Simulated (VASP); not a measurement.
A run of VASP 6.6.1 is set up as follows.

Contents of INCAR:

```
  ALGO = Normal
  EDIFF = 1E-6
  EDIFFG = -0.02
  ENCUT = 600
  GGA = RE
  IBRION = 2
  ISIF = 3
  ISMEAR = -1
  IVDW = 13
  LASPH = T
  LCHARG = F
  LREAL = F
  LWAVE = F
  NELM = 100
  NSW = 40
  PREC = Accurate
  SIGMA = 0.05
```

File KPOINTS:

```
k-points
0
Gamma
  5 5 10
```

POSCAR

```
Ge
1.0
    5.2405800000      0.0000000000      0.0000000000
    0.0000000000      5.2405800000      0.0000000000
    0.0000000000      0.0000000000      2.6553600000
Ge
3
Direct
    0.0000000000      0.0000000000      0.0000000000
    0.0000000000      0.5000000000      0.0000000000
    0.5000000000      0.0000000000      0.0000000000
```

Potentials or basis: VASP PAW PBE potentials, release 64 (Ge_d).

Run with:

```console
$ cat potpaw_PBE.64/Ge_d/POTCAR > POTCAR
$ mpirun -np 1 vasp_std > vasp.out
```

Task: Estimate the band gap on the k mesh.

Result: None (metal or under the smearing width).

Task: Estimate the relaxed volume.

Result: 24.94 Å³/atom.

Final structure:
```yaml
crystal:
  lattice:
    - [5.22739, 0.00000, 0.00000]
    - [0.00000, 5.22739, 0.00000]
    - [0.00000, 0.00000, 2.73771]
  atoms:
    - { symbol: Ge, position: [0.00000, 0.00000, 0.00000] }
    - { symbol: Ge, position: [0.00000, 0.50000, 0.00000] }
    - { symbol: Ge, position: [0.50000, 0.00000, 0.00000] }
```

Caveat: the PAW data sets were made with another functional, which shifts forces and pressure a little; pairwise dispersion overbinds metals, which lowers pressure and volume.
